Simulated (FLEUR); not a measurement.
## Equation of state of Ni under PBEsol

```
Ni
1.0
     0.00000    1.73757    1.73757
     1.73757    0.00000    1.73757
     1.73757    1.73757    0.00000
Ni
1
Direct
  0.00000 0.00000 0.00000
```

The cell was scaled at fixed shape and fractions and run with FLEUR, all-electron, FLAPW; PBEsol, k mesh 13 × 13 × 13 on the cell of 1 atom, fermi-dirac occupations of 0.05 eV, collinear spin, program default start, no spin-orbit coupling. Energies are those that the program minimises, any entropy of the smearing included. For a metal such a mesh isn't converged to the digits shown. The magnetic state is the one that the start led to, which needn't be the lowest.

| V (Å³/atom) | energy over the lowest row (meV/atom) |
| --- | --- |
| 9.8625 | 19.87 |
| 10.0723 | ? |
| 10.2822 | 0.00 |
| 10.4920 | 0.20 |
| 10.7019 | 6.12 |
| 10.9117 | 17.25 |
| 11.1215 | 32.82 |

Fit the third-order Birch-Murnaghan form, give V0, B0 and B′, and predict the energy left open.

With y = (V0/V)^(2/3), E = E0 + (9 V0 B0/16) [(y - 1)³ B′ + (y - 1)² (6 - 4y)]. Least squares through the rows shown give V0 = 10.3793 Å³/atom, E0 = -0.67 meV, B0 = 231.5 GPa (1 eV/Å³ = 160.218 GPa) and B′ = 4.87, with a largest miss of 0.03 meV. At V = 10.0723 the form with these constants gives 6.29 meV; the run gave 6.29 meV an atom.

The minimum lies between the two lowest rows, and the curve is steeper on the compressed side: 9.8625 Å³ costs 19.87 meV, while 10.9117 Å³, slightly farther from V0 on the other side, costs only 17.25 meV. Compression raises the kinetic energy and the overlap repulsion of the sp electrons and cores quickly, whereas the d-band bonding that opposes them weakens more gently on expansion; a positive B′ expresses this asymmetry.

Against ferromagnetic nickel as measured, V0 is too small and B0 too high, by more than thermal and zero-point effects would explain. The likely cause is PBEsol's weaker gradient correction to exchange, which tends to overbind 3d metals; the shortened bonds then go with a stiffer lattice.

The match at 6.29 meV shows that the curve is smooth enough for interpolation, and gives no sign of an abrupt change of electronic state near that volume. A moment that varies gradually with volume could still be absorbed into B0 and B′, so the good fit doesn't show that the moment is constant.
